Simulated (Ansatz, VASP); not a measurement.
# BN in VASP and in Ansatz

```
B N
1.0
     0.00000    1.77060    1.77060
     1.77060    0.00000    1.77060
     1.77060    1.77060    0.00000
B N
1 1
Direct
  0.00000 0.00000 0.00000
  0.75000 0.75000 0.75000
```

Change from the starting cell: volume scaled by 0.94.

Alike in both runs: task single point; functional LDA; k mesh 11 × 11 × 11; occupations fermi-dirac, width 0.02 eV; no spin polarisation.

|  | VASP | Ansatz |
| --- | --- | --- |
| version | VASP 6.6.1 | Ansatz 0.2.0 |
| potentials or method | VASP PAW LDA potentials, release 64 (B, N), cutoff 520 eV | all-electron LAPW, scalar-relativistic |

|  | VASP | Ansatz | Ansatz less VASP |
| --- | --- | --- | --- |
| gap on the k mesh at the Fermi level (eV) | 4.53 | 4.54 | +0.011 |
| pressure (GPa) | 15.3 | 14.3 | -0.97 |

Ansatz ran all-electron here, so the differences hold the error of VASP's frozen core and of both bases.

Caveats: so large a pressure means that the cell lies far from this level's equilibrium, or that cutoff or potentials fall short (VASP); an odd mesh through Γ misses points on the zone boundary, where band edges often lie.
